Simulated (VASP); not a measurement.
# VASP inputs for RbBr (distorted wurtzite)

INCAR

```
GGA = PS
ENCUT = 520
IBRION = -1
NSW = 0
ISMEAR = -1
LREAL = .FALSE.
LCHARG = .FALSE.
NELM = 120
NBANDS = 24
ISIF = 2
LWAVE = .FALSE.
EDIFF = 1E-7
PREC = Accurate
SIGMA = 0.02
LASPH = .TRUE.
```

KPOINTS

```
KPOINTS created by Atomic Simulation Environment
0
Gamma
4 4 4
0 0 0
```

POSCAR

```
Rb Br
 1.0000000000000000
     5.7657999999999996   -0.0708000000000000   -0.1517000000000000
    -2.9441999999999999    5.2119999999999997    0.1893000000000000
    -0.1770000000000000    0.1528000000000000    6.7672999999999996
 Rb  Br
   2   2
Cartesian
 -0.0557885800000002  3.4855893199999999  6.4643899699999992
  3.0142857999999997  1.7364772799999999  2.9662658199999998
 -0.2916605400000001  3.5762962400000000  2.8643316699999999
  2.9184551199999995  1.7681358399999998  6.2186837999999991
```

VASP ran with the recommended PBE PAW datasets (32 valence electrons in the cell).

Question: Estimate the main results of this run.

Answer: gap between bands v and c on the k mesh 4.06 eV; least direct gap on the k mesh 4.06 eV; pressure 0.4 GPa; largest force 0.66 eV/Å.
